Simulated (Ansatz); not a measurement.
**Infrared modes and screening in SnO (wurtzite)**

Perturbation theory with PBEsol in Ansatz 0.2.0 on the PBEsol cell, ground state and force constants on a 9×9×4 mesh. Simulation only: spin-unpolarised, and no claim that this is the phase found in nature.

The symmetry is P6_3mc (No. 186, hexagonal); conventional cell a = 3.290 Å, c = 8.516 Å, 19.96 Å³ an atom. Sn has 3 O at 2.18 Å; O has 3 Sn at 2.18 Å.

```
CELL_PARAMETERS angstrom
3.29019 0.00000 0.00000
-1.64509 2.84939 0.00000
0.00000 0.00000 8.51610
ATOMIC_POSITIONS crystal
Sn 0.33333 0.66667 0.00026
Sn 0.66667 0.33333 0.50026
O 0.33333 0.66667 0.37474
O 0.66667 0.33333 0.87474
```

Optical modes without the longitudinal term (negative means imaginary):
```
ω (cm⁻¹)  degeneracy  IR intensity, summed over the level ((D/Å)²/amu)
     -20           2                                              0.00
      56           1                                              0.00
     300           2                                              0.00
     307           2                                             54.44
     412           1                                              6.20
     442           1                                              0.00
```

One optical level at Γ is imaginary (20i cm⁻¹, printed negative). The program warns that the force constants, and all that is formed from them, aren't settled on this k mesh, so whether the cell is unstable needs a finer one. Of the real levels 2 are infrared active, the strongest at 307 cm⁻¹.

The clamped-ion dielectric constant comes out as 9.73 along x and y, 5.60 along z. Born charges, averaged over directions: Sn +2.38, O -2.38 e.

For comparison, on the r2SCAN cell the mean ε∞ is 6.41 with r2SCAN (ground state on 9×9×2; least gap 1.60 eV in its run on 12×12×4 and the special points), 6.80 with PBE (ground state on 9×9×2; least gap 1.39 eV in its run on 12×12×4 and the special points).

Spin-orbit coupling is left out.
